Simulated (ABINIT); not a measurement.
A run of ABINIT 10.8.3 (patched build):

File run.abi:

```
ndtset 2

pp_dirpath "./"
pseudos "W.LDA_PW-JTH.xml, S.LDA_PW-JTH.xml"

acell 6.4273633094 6.4273633094 6.4273633094 Angstrom
rprim
     0.2456683906     0.1418367115     0.9589209504
    -0.2456683906     0.1418367115     0.9589209504
     0.0000000000    -0.2836734229     0.9589209504
ntypat 2
znucl 74 16
natom 3
typat 1 2 2
xred
     0.0000000000     0.0000000000     0.0000000000
     0.5810000000     0.5810000000     0.5810000000
     0.7503000000     0.7503000000     0.7503000000

ecut 20.0
pawecutdg 40.0

ixc 7

occopt 3
tsmear 0.05 eV

nstep 100

iomode 3
prtwf 0
prteig 0
prtebands 0
prtden1 1

kptopt1 1
ngkpt1 10 10 10
nshiftk1 1
shiftk1 0.0 0.0 0.0
nband1 17
tolvrs1 1.0e-9

iscf2 -2
getden2 1
nband2 23
nbdbuf2 4
tolwfr2 1.0e-11
kptopt2 -2
ndivsm2 5
prteig2 1
kptbounds2
     0.0000000000     0.0000000000     0.0000000000
     0.5000000000     0.0000000000     0.0000000000
     0.5000000000     0.1812521368    -0.1812521368
```

Potentials or basis: JTH PAW LDA v2.0.

Command:

```sh
$ abinit run.abi > log 2>&1
```

Hardware: 1 thread of Intel(R) Xeon(R) Platinum 8375C CPU @ 2.90GHz (Ice Lake), on a shared host.

How long does it take, and how much memory?

Run time: 10 min on 1 thread of Intel(R) Xeon(R) Platinum 8375C CPU @ 2.90GHz (Ice Lake), with other jobs on the host, peak memory 0.27 GiB. Counts: scf iterations 16, mpi ranks 1, k points 116, bands 17, plane waves 1558.
